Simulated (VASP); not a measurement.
# Au (Fm-3m) in VASP: notebook, part 2 of 2

VASP 6.6.1.

**3. Relaxation of cell and atoms, r2SCAN+rVV10**

The input, INCAR:

```
ALGO     = Normal         # electronic algorithm
BPARAM   = 11.95        
CPARAM   = 0.0093       
EDIFF    = 1E-7           # SCF threshold, eV
EDIFFG   = -0.005         # ionic threshold
ENCUT    = 600            # plane-wave cutoff, eV
IBRION   = 2              # ionic algorithm
ISIF     = 3              # what is computed and relaxed
ISMEAR   = 0              # smearing method
IVDW_NL  = 2            
LASPH    = True           # aspherical terms in the spheres
LCHARG   = False          # write CHGCAR
LMIXTAU  = True         
LREAL    = False          # projectors in reciprocal space
LUSE_VDW = True         
LWAVE    = False          # write WAVECAR
METAGGA  = R2SCAN         # meta-GGA
NELM     = 60             # most SCF steps
NSW      = 90             # ionic steps
PREC     = Accurate       # precision mode
SIGMA    = 0.1            # smearing width, eV
```

The input, KPOINTS:

```
k-points
0
Gamma
  18 18 18
```

The input, POSCAR:

```
Au
1.0
    0.0000000000      2.0585000000      2.0585000000
    2.0585000000      0.0000000000      2.0585000000
    2.0585000000      2.0585000000      0.0000000000
Au
1
Direct
    0.0000000000      0.0000000000      0.0000000000
```

Potentials or basis: VASP PAW PBE potentials, release 64 (Au).

Started as:

```sh
> cat potpaw_PBE.64/Au/POTCAR > POTCAR
> mpirun -np 1 vasp_std > vasp.out
```

OUTCAR:

```text
BPARAM = 11.95
   EDIFF = 1E-7
   EDIFFG = -0.005
   ENCUT = 600
   IBRION = 2
   ISIF = 3
   ISMEAR = 0
   IVDW_NL = 2
   LASPH = True
   LREAL = False
   METAGGA = R2SCAN
   NELM = 60
   NSW = 90
   PREC = Accurate

 ion  position               nearest neighbor table
   1  0.000  0.000  0.000-

  LATTYP: Found a face centered cubic cell.
 ALAT       =     4.1170000000

  Lattice vectors:

 A1 = (   0.0000000000,   2.0585000000,   2.0585000000)
 A2 = (   2.0585000000,   0.0000000000,   2.0585000000)
 A3 = (   2.0585000000,   2.0585000000,   0.0000000000)

Analysis of symmetry for initial positions (statically):
=====================================================================
 Subroutine PRICEL returns:
 Original cell was already a primitive cell.

 Routine SETGRP: Setting up the symmetry group for a
 face centered cubic supercell.

 Subroutine GETGRP returns: Found 48 space group operations
 (whereof 48 operations were pure point group operations)
 out of a pool of 48 trial point group operations.

The static configuration has the point symmetry O_h .

Analysis of symmetry for dynamics (positions and initial velocities):
=====================================================================
 Subroutine PRICEL returns:
 Original cell was already a primitive cell.

 Routine SETGRP: Setting up the symmetry group for a
 face centered cubic supercell.

 Subroutine GETGRP returns: Found 48 space group operations
 (whereof 48 operations were pure point group operations)
 out of a pool of 48 trial point group operations.

The dynamic configuration has the point symmetry O_h .

 Subroutine INISYM returns: Found 48 space group operations
 (whereof 48 operations are pure point group operations),
 and found     1 'primitive' translations

----------------------------------------------------------------------------------------

                                     Primitive cell

  volume of cell :      17.4455

  direct lattice vectors                    reciprocal lattice vectors
     0.000000000  2.058500000  2.058500000    -0.242895312  0.242895312  0.242895312
     2.058500000  0.000000000  2.058500000     0.242895312 -0.242895312  0.242895312
     2.058500000  2.058500000  0.000000000     0.242895312  0.242895312 -0.242895312

  length of vectors
     2.911158618  2.911158618  2.911158618     0.420707022  0.420707022  0.420707022

  position of ions in fractional coordinates (direct lattice)
     0.000000000  0.000000000  0.000000000

  ion indices of the primitive-cell ions
   primitive index   ion index
                 1           1

----------------------------------------------------------------------------------------

 KPOINTS: k-points

Automatic generation of k-mesh.
 Grid dimensions read from file:
 generate k-points for:   18   18   18

 Generating k-lattice:

  Cartesian coordinates                     Fractional coordinates (reciprocal lattice)
    -0.013494184  0.013494184  0.013494184     0.055555556  0.000000000  0.000000000
     0.013494184 -0.013494184  0.013494184     0.000000000  0.055555556  0.000000000
     0.013494184  0.013494184 -0.013494184     0.000000000  0.000000000  0.055555556
[... 47 lines left out ...]
 SYSTEM =  unknown system
   PREC   = accura    normal or accurate (medium, high low for compatibility)
   ISTART =      0    job   : 0-new  1-cont  2-samecut
   ICHARG =      2    charge: 1-file 2-atom 10-const
   ISPIN  =      1    spin polarized calculation?
   LNONCOLLINEAR =      F non collinear calculations
   LSORBIT =      F    spin-orbit coupling
   LASPH  =      T    aspherical Exc in radial PAW
   ENCUT  =  600.0 eV  44.10 Ry    6.64 a.u.   5.81  5.81  5.81*2*pi/ulx,y,z
   NELM   =     60;   NELMIN=  2; NELMDL= -5     # of ELM steps
   EDIFF  = 0.1E-06   stopping-criterion for ELM
   LREAL  =      F    real-space projection
   EDIFFG = -.5E-02   stopping-criterion for IOM
   NSW    =     90    number of steps for IOM
   IBRION =      2    ionic relax: 0-MD 1-quasi-New 2-CG
   NFREE  =      1    steps in history (QN), initial steepest desc. (CG)
   ISIF   =      3    stress and relaxation
   ISYM   =      2    0-nonsym 1-usesym 2-fastsym
   POTIM  = 0.5000    time-step for ionic-motion
   TEBEG  =    0.0;   TEEND  =   0.0 temperature during run
   PSTRESS=    0.0 pullay stress
   NELECT =      11.0000    total number of electrons
   NUPDOWN=      -1.0000    fix difference up-down
   EMIN   =  10.00;   EMAX   =-10.00  energy-range for DOS
   EFERMI =   0.00;   METHOD = LEGACY
   ISMEAR =     0;   SIGMA  =   0.10  broadening in eV -4-tet -1-fermi 0-gaus
   EFERMI_NEDOS =   21; number of points for ismear=-14 and -15
   IALGO  =     38    algorithm
   IMIX   =      4    mixing-type and parameters
     AMIX     =   0.40;   BMIX     =  1.00
     AMIX_MAG =   1.60;   BMIX_MAG =  1.00
  volume/ion in A,a.u.               =      17.45       117.73
  Fermi-wavevector in a.u.,A,eV,Ry     =   1.403820  2.652836 26.813157  1.970711
  Thomas-Fermi vector in A             =   2.526444
   LORBIT       =      0    0 simple, 1 ext, 2 COOP (PROOUT), +10 PAW based schemes
   METAGGA = R2SCAN    functional components
   LHFCALC =     F    Hartree Fock is set to
   AEXX    =    0.0000 exact exchange contribution
   IVDW_NL    =     2    kernel type
   BPARAM     =11.9500
   IVDW    =     0    specifies the selected vdW correction
   LEPSILON=     F    determine dielectric tensor
   LRPA    =     F    only Hartree local field effects (RPA)
 conjugate gradient relaxation of ions
 non-spin polarized calculation
 Gauss-broadening in eV      SIGMA  =   0.10
  energy-cutoff  :      600.00
  volume of cell :       17.45
 maximum number of plane-waves:       594
   NGX = 11   NGY = 11   NGZ = 11

--------------------------------------- Ionic step        1  -------------------------------------------

 number of electron      11.0000001 magnetization

 Free energy of the ion-electron system (eV)
  ---------------------------------------------------
  ext. energy  EPLUGINS =         0.00000000
  ---------------------------------------------------
  free energy    TOTEN  =       -50.38662956 eV

  energy without entropy =      -50.38544794  energy(sigma->0) =      -50.38603875

------------------------ aborting loop because EDIFF is reached ----------------------------------------

  FORCE on cell =-STRESS in cart. coord.  units (eV):
  Direction    XX          YY          ZZ          XY          YZ          ZX
  --------------------------------------------------------------------------------------
  -------------------------------------------------------------------------------------
  Total       -0.0813503     -0.0813503     -0.0813503      0.0000000      0.0000000     -0.0000000
  in kB       -7.4711454     -7.4711454     -7.4711454      0.0000000      0.0000000     -0.0000000
  external PRESSURE =      -7.4711454 kB  Pullay stress =       0.0000000 kB
[... 57 lines left out ...]
--------------------------------------- Ionic step        3  -------------------------------------------

 number of electron      11.0000001 magnetization

 Free energy of the ion-electron system (eV)
  ---------------------------------------------------
  ext. energy  EPLUGINS =         0.00000000
  ---------------------------------------------------
  free energy    TOTEN  =       -50.38680549 eV

  energy without entropy =      -50.38561560  energy(sigma->0) =      -50.38621054

 E-fermi :   8.9618     XC(G=0): -13.5277

 val. band max:        8.9452852381   @ k =   0.5000   0.2778   0.1111
 cond. band min:       8.9930664433   @ k =   0.5000   0.1667   0.0556
 fundamental gap:      0.0477812052
 Fermi energy:         8.9617516480

 k-point     1 :       0.0000    0.0000    0.0000
  band No.  band energies     occupation
      1      -0.9078      2.00000
      2       4.1603      2.00000
      3       4.1603      2.00000
      4       4.1603      2.00000
      5       5.6457      2.00000
      6       5.6457      2.00000
      7      24.3216      0.00000
      8      28.2994      0.00000
      9      28.2994      0.00000
[... 265 lines left out ...]
 k-point    24 :      -0.2222    0.0556    0.0000
  band No.  band energies     occupation
      1       0.9067      2.00000
      2       3.9302      2.00000
      3       4.4668      2.00000
      4       4.4987      2.00000
      5       5.5653      2.00000
      6       6.0470      2.00000
      7      20.9997      0.00000
      8      25.3643      0.00000
      9      28.1421      0.00000

 [... further k-points ...]

------------------------ aborting loop because EDIFF is reached ----------------------------------------

  FORCE on cell =-STRESS in cart. coord.  units (eV):
  Direction    XX          YY          ZZ          XY          YZ          ZX
  --------------------------------------------------------------------------------------
  -------------------------------------------------------------------------------------
  Total        0.0009532      0.0009532      0.0009532     -0.0000000     -0.0000000     -0.0000000
  in kB        0.0879252      0.0879252      0.0879252     -0.0000000     -0.0000000     -0.0000000
  external PRESSURE =       0.0879252 kB  Pullay stress =       0.0000000 kB
[... 16 lines left out ...]
  FREE ENERGIE OF THE ION-ELECTRON SYSTEM (eV)
  ---------------------------------------------------
  free  energy   TOTEN  =       -50.3868054863 eV

  energy  without entropy=      -50.3856156030  energy(sigma->0) =      -50.38621054

 reached required accuracy - stopping structural energy minimisation
```

Wall time 2.2 min (1 thread of Intel Xeon 6975P-C (Granite Rapids), shared host); peak memory 0.25 GiB.

What came out:

* Free energy: -50.3868 eV
* Relaxed volume: 17.37 Å³/atom
* Relaxed cell: a = 2.907 Å, b = 2.907 Å, c = 2.907 Å, α = 60.00°, β = 60.00°, γ = 60.00°
* Space group after relaxing (to 0.05 Å): Fm-3m (No. 225)
* Energy gained by relaxing: 0.2 meV/atom
* Ionic steps: 3
* Pressure after relaxing: 0.0 GPa
* Band gap on the k mesh: none (metal or under the smearing width)

Step by step:
```
step  energy change (eV)  largest force (eV/Å)  pressure (GPa)  volume (Å³)
   1              0.0000                0.0000           -0.75        17.45
   2              0.0003                0.0000            1.26        17.24
   3             -0.0002                0.0000            0.01        17.37
```

Final structure:
```
Au
1.0
     0.00000    2.05547    2.05547
     2.05547    0.00000    2.05547
     2.05547    2.05547    0.00000
Au
1
Direct
  0.00000 0.00000 0.00000
```

Caveat: the PAW data sets were made with another functional, which shifts forces and pressure a little. Spin-orbit coupling is left out, which matters for the levels of Au.
